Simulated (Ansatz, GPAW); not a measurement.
Given: the input of a run of Ansatz 0.2.0 on Cu (Copper). 

File input.yaml:

```yaml
crystal:
  lattice:
    - [0.0, 1.8075, 1.8075]
    - [1.8075, 0.0, 1.8075]
    - [1.8075, 1.8075, 0.0]
  atoms:
    - { symbol: Cu, position: [0.0, 0.0, 0.0] }
kpoints:
  mp_grid: { grid: [13, 13, 13] }
scf:
  occupations: { method: gaussian, width: 0.012 }
hamiltonian:
  xc: pbe
  pseudopotentials: { kind: all_electron, lapw: { basis_error: 0.001 } }
output:
  forces: true
  stress: true
  eigenvalues: true
```

Potentials or basis: all-electron LAPW, scalar-relativistic.

Launch:

```bash
$ ansatz run input.yaml --threads 1 --pin off --max-ram 3072MiB --backend cpu --events-out ev --progress --plain --runs-dir out
```

**Question.** What does the same run look like in GPAW 26.7.0 (ASE script)? Potentials or basis there: GPAW PAW data sets (gpaw-data 1.2.1), cutoff 600 eV.

**Answer.** As run (cutoffs and basis follow the program's own potentials, and thresholds, step limits or extra output files can differ):

File run.py:

```python
from ase import Atoms
from ase.dft.bandgap import bandgap
from ase.io import write
from ase.units import GPa
from gpaw import GPAW, PW

atoms = Atoms(['Cu'],
              cell=[[0.0, 1.8075, 1.8075],
                    [1.8075, 0.0, 1.8075],
                    [1.8075, 1.8075, 0.0]],
              scaled_positions=[[0.0, 0.0, 0.0]],
              pbc=True)

calc = GPAW(mode=PW(600),
            xc='PBE',
            kpts={'size': (13, 13, 13), 'gamma': True},
            occupations={'name': 'methfessel-paxton', 'order': 0, 'width': 0.012},
            nbands=14,
            convergence={'density': 1e-05, 'energy': 1e-05},
            maxiter=150,
            txt='gpaw.txt')
atoms.calc = calc
energy = atoms.get_potential_energy()
forces = atoms.get_forces()
stress = atoms.get_stress()
calc.write('gs.gpw')
write('result.traj', atoms)
print(f'Energy: {energy:.6f} eV')
print('Forces (eV/A):')
print(forces.round(4))
print('Stress (GPa):', (stress / GPa).round(3))
print('Fermi level:', round(calc.get_fermi_level(), 4), 'eV')
print(f'Gap: {bandgap(calc)[0]:.4f} eV, direct: {bandgap(calc, direct=True)[0]:.4f} eV')
```

Potentials or basis: GPAW PAW data sets (gpaw-data 1.2.1), pw.

Launch:

```bash
$ OMP_NUM_THREADS=1 python run.py
```

Both were run:

|  | Ansatz | GPAW |
| --- | --- | --- |
| Pressure | 1.7 GPa | 3.1 GPa |

Where Ansatz's input types no cutoff or centring, it takes its own default and a Γ-centred mesh.

The two runs disagree by more than potentials and bases usually give (in gap, levels, pressure or energy); the cause wasn't traced.

Pressure is positive in compression.
